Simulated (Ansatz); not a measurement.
Li: stiffness from a series of strains

```yaml
crystal:
  lattice:
    - [3.11100, 0.00000, 0.00000]
    - [-1.55550, 2.69421, 0.00000]
    - [0.00000, 0.00000, 5.09300]
  atoms:
    - { symbol: Li, position: [0.33333, 0.66667, 0.25000] }
    - { symbol: Li, position: [0.66667, 0.33333, 0.75000] }
```

Atoms are numbered in the order listed.

The cell is a measured one (Crystallography Open Database entry 9011003); the temperature and pressure of the measurement aren't taken into account, and nothing was relaxed.

Computed with DFT, PBE, all-electron LAPW, scalar-relativistic in Ansatz 0.2.0.

Sampling and basis: a Γ-centred 15×15×8 k mesh, Fermi–Dirac smearing of 0.08 eV, basis error target 0.5 meV/atom, no spin polarisation.

The strain is applied along the Cartesian axes of the cell as listed (γ is the engineering shear, twice εxy = εyz = εzx). Fractional coordinates are held (clamped ions).

σ is the change of stress from the unstrained cell, which is at -0.67 GPa; tension is positive, so slopes are stress–strain coefficients at that pressure. In a metal the k mesh adds noise.

Only quantities that a quadratic follows smoothly over the whole series are listed; rougher ones are left out.

```
      γ  σxy (GPa)  σyz (GPa)
-0.0300      -0.19      -0.16
-0.0200      -0.12      -0.11
-0.0100      -0.06      -0.06
 0.0000       0.00       0.00
 0.0100       0.06       0.05
 0.0300       0.17       0.16
```

(1) Fit the series and read off the stiffness at zero strain.

(2) One run, at γ = 0.0200, is withheld. Predict its row.

Results:

(1) Least-squares fits y = p0 + p1 x + p2 x² to the rows give σxy (GPa): p1 = 5.97, p2 = -12; σyz (GPa): p1 = 5.36, p2 = 3.6.

(2) The fits give 0.12, 0.11; the run gave 0.11, 0.11.
